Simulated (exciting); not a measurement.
Consider NaI, space group Fm-3m.

```xyz
2
Lattice="0.0000 3.2364 3.2364 3.2364 0.0000 3.2364 3.2364 3.2364 0.0000" Properties=species:S:1:pos:R:3 pbc="T T T"
I     3.2364    3.2364    3.2364
Na    0.0000    0.0000    0.0000
```

Absorber: atom 1, with 6 Na at 3.24 Å (octahedral, site symmetry m-3m). Method: exciting, all-electron LAPW+lo, PBEsol, exchange and screened direct term (singlet BSE), 4×4×4 shifted k points, 25 conduction bands, |G+q| up to 3 bohr⁻¹ (2 in the exchange term), full RPA screening with nempty = 50, Lorentzian half width 1.54 eV.

Question: What does the I L₃ spectrum look like, and is there a bound core exciton?

Bound core exciton? Yes on this mesh: the first bright state (over 5 % of the brightest) lies at -0.68 eV from the Kohn–Sham onset and at -1.11 eV from the lowest bare transition of its own mesh. Maxima (height): 0.9 eV (0.91), 8.3 eV (1.00) and 15.3 eV (0.86).

Energy from the Kohn–Sham onset, core level to the lowest empty state found on the meshes used; Im ε in relative units:

```
E (eV)  Im ε
 -12.0  0.03
 -11.5  0.03
 -11.0  0.03
 -10.5  0.04
 -10.0  0.04
  -9.5  0.04
  -9.0  0.05
  -8.5  0.05
  -8.0  0.05
  -7.5  0.06
  -7.0  0.06
  -6.5  0.07
  -6.0  0.08
  -5.5  0.09
  -5.0  0.10
  -4.5  0.12
  -4.0  0.14
  -3.5  0.16
  -3.0  0.19
  -2.5  0.24
  -2.0  0.30
  -1.5  0.39
  -1.0  0.51
  -0.5  0.65
   0.0  0.79
   0.5  0.89
   1.0  0.91
   1.5  0.90
   2.0  0.88
   2.5  0.86
   3.0  0.83
   3.5  0.80
   4.0  0.78
   4.5  0.77
   5.0  0.78
   5.5  0.81
   6.0  0.84
   6.5  0.88
   7.0  0.92
   7.5  0.96
   8.0  0.99
   8.5  1.00
   9.0  0.97
   9.5  0.93
  10.0  0.89
  10.5  0.85
  11.0  0.82
  11.5  0.79
  12.0  0.76
  12.5  0.74
  13.0  0.75
  13.5  0.76
  14.0  0.79
  14.5  0.83
  15.0  0.86
  15.5  0.86
  16.0  0.83
  16.5  0.78
  17.0  0.72
  17.5  0.66
  18.0  0.62
  18.5  0.60
  19.0  0.59
```

Binding energies aren't converged on 64 k points, and fine structure above the first lines is partly noise of the mesh. The kernel cutoff is low for a compact core orbital, so the effect of exchange is a lower bound. The zero comes from the unshifted 4×4×4 ground-state mesh; it is exact only where the band minimum lies on that mesh. The conduction states carry no spin here, so the exchange coupling to the spinor core hole is only partly held. This core level is treated alone, with no coupling to its spin–orbit partner. The structure is a published determination, not relaxed.

[Banner, clock and machine lines of the logs are left out without a mark of their own.]

[Logs are printed without paths, hosts, clocks, repeated set-up lines and the standing remarks that a program may print on its own settings, such as how far it seeks lower states.]

[Hosts, paths, dates, database ids (printed as entryN), source tags and the programs' standing remarks are cut or masked in the printed files.]
